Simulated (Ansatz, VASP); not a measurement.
One calculation of Au, two programs

```
CELL_PARAMETERS angstrom
2.91696 0.00000 0.00000
-1.45848 2.52616 0.00000
0.00000 0.00000 4.89003
ATOMIC_POSITIONS crystal
Au 0.33333 0.66667 0.75000
Au 0.66667 0.33333 0.25000
```

Alike in both runs: functional PBE; k mesh 18 × 18 × 10; occupations gaussian, width 0.1 eV; no spin polarisation.

Ansatz relaxed the structure, and its values are those at the end. VASP's run is a single point on that final structure, the one shown.

|  | VASP | Ansatz |
| --- | --- | --- |
| version | VASP 6.6.1 | Ansatz 0.2.0 |
| potentials or method | VASP PAW PBE potentials, release 64 (Au) | scalar-relativistic, plane waves, PAW |
| plane-wave cutoff (eV) | 520 | 420 |
| valence electrons in the cell | 22 | 38 |

Ansatz gave:

- gap on the k mesh at the Fermi level (eV): none
- pressure (GPa): 0.0

**Question.** Which values does VASP return?

**Answer.** gap on the k mesh at the Fermi level (eV): none; pressure (GPa): -0.2.

A gap of «none» marks a metal or a gap that the smearing closes. The two sets of potentials don't hold the same shells in valence.

Spin-orbit coupling is left out, which matters for the levels of Au.
